A cubic Al2Cu crystal is cut along a close-packed plane, and the two sides slide past each other as rigid blocks. The full slip vector, 4.049 Å long, carries the crystal onto itself. The space group named with the table is that of the undisturbed crystal; the slipped cells have lower symmetry. The fault energy is the cost per area of the cut, measured from the undisturbed crystal. The shear traction is the slope of that energy along the slip, that is, the stress needed to hold the blocks in place.

Al2Cu, 9 atoms in the cell, fluorite or antifluorite type, space group Fm-3m (225), conventional a = 5.726 Å, 15.65 Å³ an atom. Rigid slide of a crystal across a plane by tilting cell vector c, one fault a cell, unrelaxed. Ansatz 0.2.0, plane-wave PAW, scalar-relativistic; functional PBEsol; no spin polarisation; cutoff 420 eV; k mesh 13×13×5; Gaussian smearing of 0.15 eV; slip vector (1, 1) multiples of cell vectors a and b.

```
slip (fraction of the slip vector)  fault energy (mJ/m²)  shear traction (GPa (slope of the fault energy along the slip))
                                 0                     0                                                                0
                               0.1                   155                                                             8.06
                               0.2                   684                                                            18.15
                               0.3                  1581                                                             24.8
                               0.4                  2526                                                            19.29
                               0.5                  2948                                                             0.04
```

Question 1. Is the fault at slip 0.5 stable, since hardly any traction is needed to hold it? What would the table show at slip 0.8?

Answer. It is not stable. The energy rises at every step up to slip 0.5, so the crystal there sits on top of a hill, where the slope is also zero. Slip 0.5 lies halfway between two identical perfect crystals, and the far side of the hill mirrors the near side. At slip 0.8 the energy is therefore that of slip 0.2, 684 mJ/m², while the traction is −18.15 GPa, because the crystal now pulls itself forward.

Remark. Zero traction only says that the energy is level along the slip. The energies on either side tell a dip from a crest, and sideways the energy can still fall. A stable fault on this path would show up as a dip in the energy somewhere between the two perfect crystals, and the sampled energies have none.

Question 2. Which digits can be trusted?

Answer. Three small quantities give a feeling for the numerical noise. The traction at slip 0.5 should vanish by symmetry and comes out as 0.04 GPa, so the second decimal of the tractions carries little meaning. The first decimal isn't safe either: the undisturbed cubic crystal should be under the same stress in every direction, yet the calculated stresses along two perpendicular axes differ by about 0.4 GPa. Removing the effect of the electronic smearing would shift the highest energy by about 4 mJ/m², roughly one part in seven hundred. The steps between rows are far larger than that, and the shape of the curve is safe.

Remark. These are signs of internal consistency only. The PBEsol calculations used PAW datasets made for PBE, and the effect of this mismatch wasn't tested. Neither a denser k mesh nor a thicker block between neighbouring faults was tried, so it is prudent to quote the summit as 2.9 J/m². One trap is to obtain the traction from widely spaced energies. The energies at slip 0.2 and 0.4 alone give 22.7 GPa for the point between them, 8 % below the tabulated 24.8 GPa, because a coarse difference flattens a sharp peak.

Question 3. What do the atoms at the cut experience during the slip?

Answer. The cut runs between two layers of aluminium 1.653 Å apart. At the start each facing Al atom rests in a hollow between three Al atoms of the other side, each 2.863 Å away. Slip drives it out of the hollow and towards one of the three. At slip 0.5 it passes that atom with a sideways offset of only 1.169 Å, and the distance has shrunk to

√(1.169² + 1.653²) = 2.025 Å.

Remark. The blocks are rigid, so the gap can't open to let the atoms pass. The closest approach is then pure geometry: it is the starting distance divided by √2, and this holds for the same cut and slip in any cubic crystal of the fluorite or antifluorite type. A change of element alters the scale of the lattice and the hardness of the contact, but not this ratio. One thing to ask about the cost in a neighbouring compound is how strongly its facing atoms resist being squeezed to 71 % of their normal distance.

Question 4. The simplest periodic energy curve is Frenkel's sine. Does it describe the table?

Answer. It gives the right overall scale but the wrong shape. With x for the slip and E_max for the energy at slip 0.5, the curve is

E = E_max sin²(πx).

At slip 0.1 this gives 2948 × 0.0955 = 282 mJ/m², whereas the calculation gives 155 mJ/m². The computed valley is flatter and the computed summit narrower. The sine also places the largest traction at a quarter of the slip vector, while the largest value in the table comes later, at slip 0.3.

Remark. Comparing only the peak tractions would have hidden the failure. The sine predicts 22.9 GPa, within 8 % of the largest tabulated value. That figure depends mainly on how high the hill is and how far one must climb, and much less on the shape of the slope.

Question 5. Why is the valley flat, and why does the traction peak late?

Answer. When two Al atoms are pressed well below their normal distance, the valence electrons between them are crowded and gain kinetic energy, and the positive ion cores are screened from each other less well. The energy then rises steeply, and over a short range an exponential of the distance describes the rise roughly. Early in the slip one Al–Al contact tightens while another loosens, and at first the two changes cancel. Symmetry asks this of any such curve, the sine included. In this picture the valley is flatter than the sine's because the repulsion has a short range: near the hollow all contacts are still weak, and most of the cost comes only when one of them gets really close.

The traction follows from a competition. The push between the two closing atoms keeps growing until they pass, but it turns more and more across the slip direction. Only the component along the slip resists the motion, and that component must vanish when one atom stands abreast of the other. A steep repulsion delays the point at which the turning wins, so the peak moves past the quarter period.

The idea can be put into numbers by giving every Al–Al pair across the cut the energy

K exp(−(d − 2.025 Å)/L),

where d is the distance of the pair, K the strength at closest approach and L the range. The sum over the near pairs, less its value at the start, is the fault energy. A least-squares fit to the energies of all rows gives K = 3576 mJ/m² and L = 0.304 Å. The typical miss is 5 mJ/m², against about 210 mJ/m² for the sine, whose only constant, the height, was fixed by the highest energy and not fitted.

The traction at slip 0.3 can now be estimated. The closing pair is 2.181 Å apart and still has 0.2 × 4.049 = 0.810 Å to go along the slip. Its share of the traction is the slope of the exponential times the fraction of the push that points along the slip:

(3576/0.304) × exp(−0.156/0.304) × (0.810/2.181) ≈ 2600 mJ/m² per Å = 26 GPa.

The other pairs, mostly those being left behind, push the atom forward and lower the sum to 24.7 GPa. The table has 24.8 GPa.

Remark. The energy of this row was part of the fit, but its traction was not. The agreement shows that the model draws the right curve between the rows. It is no independent proof of the mechanism, because the traction is the slope of the very energies that were fitted.

Question 6. Does the good fit prove that Al–Al repulsion is the whole cause?

Answer. No. Something else changes at the same time: at the start each facing Al atom also stands directly above a Cu atom of the other side, 2.48 Å away, and by slip 0.5 this bond has stretched to 3.20 Å. Losing a bond costs energy too, and that cost also grows with the slip. A smooth two-constant curve can absorb part of it unnoticed.

The forces on the atoms offer a sharper look. At slip 0.5 each facing Al atom is pushed away from the cut with 5.7 eV/Å, while no Cu atom feels more than 0.4 eV/Å. The large forces thus sit where the contact picture puts them. Yet the model, with the constants fitted to the energies, predicts that this push grows by 7.4 eV/Å between the start and slip 0.5. In the calculation it starts from almost zero, so the model gives about 30 % too much.

Remark. A model can match an energy along one path and still be wrong about the force across it. The constants K and L are therefore effective numbers for this slip, not properties of an Al–Al pair. The small force on Cu at slip 0.5 doesn't by itself show that the stretched bond is cheap, because a force is a slope and not an energy. Added up along the slip, however, the forces give a rough price. The Cu atom next to the cut is pulled back on the whole way to slip 0.5, by about 0.22 eV/Å at most, which makes about 0.26 eV of work. Two such bonds cross the cut in each cell, one from either side. If each pulls equally on its Al and its Cu end, together they account for about 0.5 eV of the 2.6 eV that the fault costs per cell. That would leave the larger part to the squeezed Al–Al contacts, though in a metal the forces can't be split cleanly into pairs. Energies at several widths of the gap would help to separate the two contributions, but this scan doesn't have them.

Question 7. What would change if the atoms were allowed to relax, and may an engineer use these values as the strength of Al2Cu?

Answer. The summit would come down. The forces at slip 0.5 push the two faces apart, and they also push each facing Al atom sideways, within the plane and across the slip, with 4.6 eV/Å. Both motions are forbidden in this scan. Since the straight, rigid route is only one of the possible routes, its 2948 mJ/m² is a ceiling for the easiest uniform slip by the same vector, not an estimate of the actual barrier. In the same way, 24.8 GPa is the largest sampled stress on a forced path and not a shear strength.

The sideways push also shows where an easier route may lie. A shift of 1.169 Å in that direction brings the facing Al atom into the neighbouring hollow, where all three Al–Al distances are back at their starting value. Slip could then proceed in two oblique steps from hollow to hollow, as it does in many close-packed metals, instead of one straight step past an atom.

Remark. For use in an alloy there is a further restriction. The Al2Cu phases that harden aluminium are tetragonal, whereas the crystal here is the ideal cubic one, and its own stability wasn't tested. The values show how a rigid slip with squeezed contacts behaves; they are not input data for a precipitate.

The table leaves open whether the neighbouring hollow holds a stable fault. The squeezed Al–Al contacts are relieved there, but the Al atom no longer stands above its Cu partner, and that bond is lost. The energy at this one point, with the gap free to adjust, would give a first idea of what the lost Al–Cu bond costs once most of the crowding is gone.
